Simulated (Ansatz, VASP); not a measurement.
**CuI (Marshite) in VASP and in Ansatz**

File INCAR:

```
PREC = Accurate
ENCUT = 520
EDIFF = 1E-7
ISMEAR = 0
SIGMA = 0.01
LREAL = F
LASPH = T
NELM = 80
ALGO = Normal
ISIF = 2
LWAVE = F
LCHARG = T
LELF = T
LVHAR = T
NBANDS = 16
```

File KPOINTS:

```
Automatic mesh
0
Gamma
  6 6 6
```

Contents of POSCAR:

```
CuI
1.0
    2.9309887319      2.9309887319      0.0000000000
   -2.9309887319      2.9309887319      0.0000000000
    0.0000000000      2.9309887319      2.9309887319
Cu I
1 1
Direct
    0.7500000000      0.2500000000      0.5000000000
    0.0000000000      0.0000000000      0.0000000000
```

Input for Ansatz:

```yaml
crystal:
  lattice:
    - [2.93098873189, 2.93098873189, 0.0]
    - [-2.93098873189, 2.93098873189, 0.0]
    - [0.0, 2.93098873189, 2.93098873189]
  atoms:
    - { symbol: Cu, position: [0.75, 0.25, 0.5] }
    - { symbol: I, position: [0.0, 0.0, 0.0] }
kpoints:
  mp_grid: { grid: [6, 6, 6] }
scf:
  occupations: { method: fixed }
  convergence: { dr2_threshold: 1.0e-10 }
hamiltonian:
  xc: lda
  pseudopotentials: { kind: all_electron, lapw: { basis_error: 0.0005 } }
output:
  forces: true
  stress: true
  eigenstates:
    kpoints:
      - [0.0, 0.0, 0.0]
      - [-0.5, -0.5, -0.5]
      - [-0.5, 0.5, 0.0]
      - [0.0, 0.0, -0.5]
      - [0.0, -0.5, -0.5]
      - [0.0, 0.5, 0.0]
      - [-0.5, 0.0, 0.0]
      - [-0.5, 0.0, -0.5]
  eigenvalues: true
```

Change from the starting cell: unstrained.

Alike in both runs: task single point; functional LDA; k mesh 6 × 6 × 6; no spin polarisation.

|  | VASP | Ansatz |
| --- | --- | --- |
| version | VASP 6.6.1 | Ansatz 0.2.0 |
| potentials or method | VASP PAW LDA potentials, release 64 (Cu, I) | all-electron LAPW, scalar-relativistic |
| plane-wave cutoff (eV) | 520 | see its input |
| occupations | gaussian, width 0.01 eV | fixed |

VASP gave:

```
gap on the k mesh at the Fermi level (eV) : 1.28
pressure (GPa)                            : 0.1
```

Q: What did Ansatz give for the same quantities?

A: gap on the k mesh at the Fermi level (eV): 1.22; pressure (GPa): 0.0.

Ansatz ran all-electron here, so the differences hold the error of VASP's frozen core and of both bases.

Caveats: spin-orbit coupling is left out, which moves the levels of the heavy elements.
